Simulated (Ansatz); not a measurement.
**Manganese, hcp under revPBE: from relaxation to bulk modulus**

Aim: take manganese in the hcp structure, relax it, solve it on a dense k-mesh, then scale the cell to 7 volumes from 88 to 112 % of the relaxed one and try a fit of the equation of state. The start is antiferromagnetic (alternate layers). The k-meshes are 14×14×8 for the relaxation; 24×24×13 for the dense run; 16×16×9 for the volumes.

Computed with Ansatz 0.2.0 (DFT revPBE, plane waves (420 eV) with PAW, scalar-relativistic; the PAW data stem from PBE, with regenerated cores, unless a step says otherwise).

## Step 1: The structure to begin with

The structure is hexagonal, space group P6_3/mmc (No. 194). The conventional cell has a = 2.552 Å, b = 2.552 Å, c = 4.167 Å, α = 90.00°, β = 90.00°, γ = 120.00°. Mn (site symmetry -6m2) has 12 Mn at 2.55 Å as nearest neighbours.

Structure file:

```cif
data_structure
_symmetry_space_group_name_H-M 'P6_3/mmc'
_symmetry_Int_Tables_number 194
_cell_length_a 2.5518
_cell_length_b 2.5518
_cell_length_c 4.1671
_cell_angle_alpha 90.000
_cell_angle_beta 90.000
_cell_angle_gamma 120.000
_cell_volume 23.50
loop_
_atom_site_label
_atom_site_type_symbol
_atom_site_symmetry_multiplicity
_atom_site_Wyckoff_symbol
_atom_site_fract_x
_atom_site_fract_y
_atom_site_fract_z
_atom_site_occupancy
Mn1 Mn 2 c 0.33333 0.66667 0.25000 1
```

The atoms start with moments of +3, -3 μB.

## Step 2: Relaxing cell and atoms

Input file input.yaml:

```yaml
crystal:
  lattice:
    - [2.5517868831, 0.0, 0.0]
    - [-1.2758934415, 2.2099122658, 0.0]
    - [0.0, 0.0, 4.1670679801]
  atoms:
    - { symbol: Mn, position: [0.3333333333, 0.6666666667, 0.25], spin: 3.0 }
    - { symbol: Mn, position: [0.6666666667, 0.3333333333, 0.75], spin: -3.0 }
hamiltonian:
  xc: revpbe
  pseudopotentials:
    kind: paw
    azcp:
      Mn: "pseudopotentials/Mn.paw.azcp"
basis:
  ecutwfc: 420
  fft_grid_basis: typed
kpoints:
  mp_grid: { grid: [14, 14, 8], shift: [0, 0, 0] }
magnetization:
  spin_polarized: true
scf:
  occupations: { method: fermi_dirac, width: 0.05 }
relax:
  max_steps: 60
  f_tol: 0.01
  cell: {}
```

Run with:

```console
> ansatz run input.yaml --threads 2 --pin off --max-ram 5120MiB --backend cpu --events-out ev --progress --plain --runs-dir out
```

The runs that follow: Single point on a dense mesh; Volume × 0.88; Volume × 0.92; Volume × 0.96; Volume × 1.0; Volume × 1.04; Volume × 1.08; Volume × 1.12.

What does the calculation give? Wanted: space group; conventional cell; volume; shortest distance; gap on the mesh; magnetic state; relative to alpha-Mn.

As calculated:

| quantity | value |
| --- | --- |
| space group (spins left aside) | P6_3/mmc (No. 194) |
| conventional cell | a = 2.499 Å, c = 4.057 Å (c/a = 1.624) |
| volume | 10.973 Å³/atom |
| shortest distance | 2.489 Å |
| gap on the mesh | none (levels filled in part) |
| magnetic state | antiferromagnetic, up to 0.70 μB per atom |
| relative to alpha-Mn (A12), ferrimagnetic | +84 meV/atom |

**Reading.** The relaxation shrank the cell by 6.6 % in volume. It lies 84 meV/atom above the element's reference form at the same level (alpha-Mn (A12), ferrimagnetic, from a run of its own). It ends antiferromagnetic, with up to 0.70 μB per atom. Levels at the Fermi energy are filled in part, as in a metal. The symmetry was held, so the structure may be unstable against distortions that break it.
